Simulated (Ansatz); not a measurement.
Crystal: Nb.

```
Nb
1.0
    -1.66395    1.66395    1.66395
     1.66395   -1.66395    1.66395
     1.66395    1.66395   -1.66395
Nb
1
Direct
  0.00000 0.00000 0.00000
```

Program: Ansatz 0.2.0. Alike in all runs: cell as given; k mesh 11 × 11 × 11. Hardware: 1 thread of Arm Neoverse V1, on a shared host.

Q: Order these runs on this cell by their wall time, lowest first.
A. task atomic charges; level BPBE+D3(BJ)-ATM; potentials or basis Ansatz PAW polarizable; spin off; cutoff (eV) 420; smearing cold 0.1 eV
B. task single point; level PBE; potentials or basis Ansatz PAW; spin off; cutoff (eV) 420; smearing fermi-dirac 0.05 eV
C. task band structure; level RPBE+D3(BJ)-ATM+U; potentials or basis PseudoDojo standard (PBEsol files); spin SOC, no magnetisation; U Nb d U = 3.5 eV; cutoff (eV) 1116; smearing gaussian 0.15 eV; points for each segment of the path 14; hubbard projectors all-electron-ortho-atomic; double counting amf; other keys accuracy = high; hamiltonian.xc = rpbe
D. task band structure; level PBE+D4; potentials or basis SSSP efficiency PAW; spin off; cutoff (eV) 544; smearing cold 0.005 eV; points for each segment of the path 14; other keys scf.occupations.method = cold; scf.occupations.width = 0.005

A: B (0.75 s), D (2.3 s), A (6.5 s), C (38 s).

Caveats: U without spin polarisation on a metal has little footing (some runs); the U is typed as a test and isn't derived for this compound (some runs).
